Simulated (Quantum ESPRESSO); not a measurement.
Al: phonons at U under several settings

```
CELL_PARAMETERS angstrom
0.00000 2.02481 2.02481
2.02481 0.00000 2.02481
2.02481 2.02481 0.00000
ATOMIC_POSITIONS crystal
Al 0.00000 0.00000 0.00000
```

All runs used Quantum ESPRESSO 7.5; potentials GBRV 1.5 LDA; k mesh 11 × 11 × 11; no spin polarisation; cutoff 612 eV; occupations cold, width 0.2 eV.

```csv
level,geometry,volume (Å³/atom),pressure (GPa),frequencies (cm⁻¹)
LDA,relaxed at 0 GPa,15.83,0.0,182 266 292
LDA,relaxed at 10 GPa,?,10.0,?
LDA,relaxed at 25 GPa,13.03,25.0,269 372 406
LDA,relaxed at 50 GPa,11.67,50.0,324 442 480
```

Q: What stands in the row left open?

A: Volume 14.38 Å³/atom; frequencies 222 314 346 cm⁻¹.

Caveats: the q point doesn't lie on the k mesh, which can shift a metal's frequencies strongly unless the mesh is converged; the cell is more than 3 GPa from zero pressure, which shifts response properties (some runs); the mesh is thin for the phonons of a metal (some runs); the volume moved by over 15 % at a fixed basis, so the end points are rough (some runs).

For the row left open. Caveat: the cell is more than 3 GPa from zero pressure, which shifts response properties; the q point doesn't lie on the k mesh, which can shift a metal's frequencies strongly unless the mesh is converged.
